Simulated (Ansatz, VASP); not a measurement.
**Ti: VASP beside Ansatz**

File INCAR:

```
  ALGO = Normal
  EDIFF = 1E-6
  ENCUT = 520
  GGA = PS
  ISIF = 2
  ISMEAR = -1
  LASPH = True
  LCHARG = True
  LELF = True
  LREAL = False
  LVHAR = True
  LWAVE = False
  NBANDS = 12
  NELM = 100
  PREC = Accurate
  SIGMA = 0.08
```

The input KPOINTS:

```
k-points
0
Gamma
  14 14 14
```

POSCAR

```
Ti
1.0
    2.3688897519      0.0000000000      0.0000000000
    0.0000000000      2.3688897519      0.0000000000
    0.0000000000      0.0000000000      2.3688897519
Ti
1
Direct
    0.0000000000      0.0000000000      0.0000000000
```

Input for Ansatz:

```yaml
crystal:
  lattice:
    - [2.3688897519, 0.0, 0.0]
    - [0.0, 2.3688897519, 0.0]
    - [0.0, 0.0, 2.3688897519]
  atoms:
    - { symbol: Ti, position: [0.0, 0.0, 0.0] }
kpoints:
  mp_grid: { grid: [14, 14, 14] }
scf:
  occupations: { method: fermi_dirac, width: 0.08 }
hamiltonian:
  xc: pbesol
  pseudopotentials: { kind: all_electron, lapw: { basis_error: 0.001 } }
output:
  forces: true
  stress: true
  eigenvalues: true
  populations: true
```

Change from the starting cell: volume scaled by 0.76, LAPW.

Alike in both runs: task single point; functional PBEsol; k mesh 14 × 14 × 14; occupations fermi-dirac, width 0.08 eV; no spin polarisation.

|  | VASP | Ansatz |
| --- | --- | --- |
| version | VASP 6.6.1 | Ansatz 0.2.0 |
| potentials or method | VASP PAW PBE potentials, release 64 (Ti_sv) | all-electron LAPW, scalar-relativistic |
| plane-wave cutoff (eV) | 520 | see its input |

```tsv
	VASP	Ansatz	Ansatz less VASP
pressure (GPa)	37.4	37.3	-0.09
```

Ansatz ran all-electron here, so the differences hold the error of VASP's frozen core and of both bases.

Caveats: so large a pressure means that the cell lies far from this level's equilibrium, or that cutoff or potentials fall short (VASP); the potentials were made for another functional, which shifts forces and pressure (VASP).
